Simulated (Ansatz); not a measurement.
# Relaxation of TiAl

The calculation used Ansatz 0.2.0, DFT PBE, scalar-relativistic, plane waves, PAW. Run with 420 eV cutoff, 16×16×12 k-mesh, Gaussian smearing of 0.10 eV, no spin polarisation.

What was changed: relaxed at 40 GPa.

Other phases may be more stable at this pressure.

Command:

```bash
ansatz run input.yaml --threads 1 --pin off --max-ram 2560MiB --backend cpu --events-out ev --progress --plain --runs-dir out
```

Input:

```yaml
crystal:
  lattice:
    - [2.6284054606, 0.0, 0.0]
    - [0.0, 2.6284054606, 0.0]
    - [0.0, 0.0, 3.7888068083]
  atoms:
    - { symbol: Ti, position: [0.5, 0.5, 0.5] }
    - { symbol: Al, position: [0.0, 0.0, 0.0] }
basis:
  ecutwfc: 420
kpoints:
  mp_grid: { grid: [16, 16, 12] }
hamiltonian:
  xc: pbe
scf:
  occupations: { method: gaussian, width: 0.1 }
output:
  forces: true
  stress: true
  eigenvalues: true
  write_density: true
  write_potential: true
  elf: true
  volumetric_format: npy
relax:
  adjacent_minimum: "off"
  f_tol: 0.008
  max_steps: 50
  cell: { stress_tol: 0.08, p_target: 40.0 }
```

F is the free energy. Steps run on the plane waves of an earlier cell, but the last one, and at times one on the way, on a freshly chosen basis, so a repeated geometry can differ a little in energy. The relaxation lowers the enthalpy F + PV at the target pressure, so F itself can rise.

Steps:

| step | F − F(1) (eV) | largest force component (eV/Å) | V (Å³/atom) | P (GPa) |
| --- | --- | --- | --- | --- |
| 1 | 0.0000 | 0.000 | 13.088 | 36.96 |
| 2 | 0.1045 | 0.000 | 12.872 | 41.04 |
| 3 | 0.0776 | 0.000 | 12.926 | 40.00 |
| 4 | 0.0777 | 0.000 | 12.925 | 40.00 |
| 5 | 0.0781 | 0.000 | 12.925 | 40.00 |
| 6 | 0.0782 | 0.000 | 12.925 | 40.00 |

Relaxed structure:

```yaml
crystal:
  lattice:
    - [2.62242, 0.00000, 0.00000]
    - [0.00000, 2.62242, 0.00000]
    - [0.00000, 0.00000, 3.75871]
  atoms:
    - { symbol: Ti, position: [0.50000, 0.50000, 0.50000] }
    - { symbol: Al, position: [0.00000, 0.00000, 0.00000] }
```

It takes space group P4/mmm (No. 123, tetragonal). The conventional cell has a = 2.622 Å, b = 2.622 Å, c = 3.759 Å, α = 90.00°, β = 90.00°, γ = 90.00°. Ti (site symmetry 4/mmm) has 4 Ti at 2.62 Å and 8 Al at 2.64 Å as nearest neighbours. Al (site symmetry 4/mmm) is surrounded by 4 Al at 2.62 Å and 8 Ti at 2.64 Å.

The run converged. The run took 34 s on 1 thread of Intel(R) Xeon(R) Processor @ 2.70GHz (shared host), peak memory 0.44 GiB.